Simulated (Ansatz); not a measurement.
Zone-centre phonons of InSb at 6 GPa: input and output

Method: Ansatz 0.2.0, DFT PBE, scalar-relativistic, plane waves, PAW.

Launched with:
```bash
ansatz run input.yaml --threads 1 --pin off --max-ram 3072MiB --backend cpu --events-out ev --progress --plain --runs-dir out
```

Input (bare energies are in eV):
```yaml
crystal:
  lattice:
    - [0.0, 3.18634592, 3.18634592]
    - [3.18634592, 0.0, 3.18634592]
    - [3.18634592, 3.18634592, 0.0]
  atoms:
    - { symbol: In, position: [0.0, 0.0, 0.0] }
    - { symbol: Sb, position: [0.75, 0.75, 0.75] }
basis:
  ecutwfc: 420
kpoints:
  mp_grid: { grid: [12, 12, 12] }
hamiltonian:
  xc: pbe
scf:
  occupations: { method: fermi_dirac, width: 0.15 }
output:
  eigenvalues: true
phonons:
  method: dfpt
  eigenvectors: true
```

Results section of the output:
```
--- Phonons (Γ-DFPT): 2 representative perturbations + reference, on 163 of 1728 k-points (Σ response iterations 6) ---
  k mesh reduced under 8 symmetry operations, with k and −k counted as one. Each operation leaves every solved displacement unchanged or reverses it
  ASR residual: 1.437e-4 → 0.000e0 eV/Å²; symmetrization residual: 2.950e-5 eV/Å²
  ASR residual per site (eV/Å²): 1.44e-4 2.76e-5
  Γ frequencies (cm⁻¹): 0.00 0.00 0.00 192.70 192.70 192.70
  non-analytic LO–TO correction: not included (Born effective charges unavailable; polar crystals: no LO–TO splitting at Γ)
```

The run took 20 s on 1 thread of AMD EPYC 9R45 96-Core Processor (Zen 5), on a shared host, peak memory 0.95 GiB.

With next to no gap, frequencies and elastic constants depend on the k mesh and the smearing, soft modes and shear constants most. The real crystal has changed phase below this pressure.

On the mesh the filled and empty bands stay 0.10 eV apart, little enough for the smearing to populate both, so at this level the crystal is a narrow-gap semiconductor or semimetal, not an ordinary metal; spin–orbit coupling, left out, can open or move such a gap.